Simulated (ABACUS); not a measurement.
Pt:

```
CELL_PARAMETERS angstrom
0.00000 1.96090 1.96090
1.96090 0.00000 1.96090
1.96090 1.96090 0.00000
ATOMIC_POSITIONS crystal
Pt 0.00000 0.00000 0.00000
```

Base run:

```yaml
Program: ABACUS 3.10.1
Functional: BLYP
Potentials_or_basis: SG15 ONCV 1.2 PBE
Cutoff: 1361 eV
Density_cutoff: 5442 eV
Basis: DZP LCAO (the cutoffs set its grid)
k_mesh: 11 × 11 × 11
Occupations: fermi-dirac, width 0.05 eV
Spin: no spin polarisation
```

Its results: band gap on the k mesh none (metal or under the smearing width); pressure 27.8 GPa.

Problem. The run is repeated on the same cell with these changes: functional from BLYP to PBEsol. What comes out?

Solution. Band gap on the k mesh none (metal or under the smearing width); pressure 1.7 GPa.

PBEsol binds more tightly than BLYP, so the same cell stands under less pressure.

Caveats: the atomic orbitals were generated for these runs and aren't a published set; the potentials were made for another functional, which shifts forces and pressure; the basis of atomic orbitals isn't converged, which shifts pressures, moduli and gaps; so large a pressure means that the cell lies far from this level's equilibrium, or that cutoff or potentials fall short (some runs).

Not every run made on this cell is shown here.
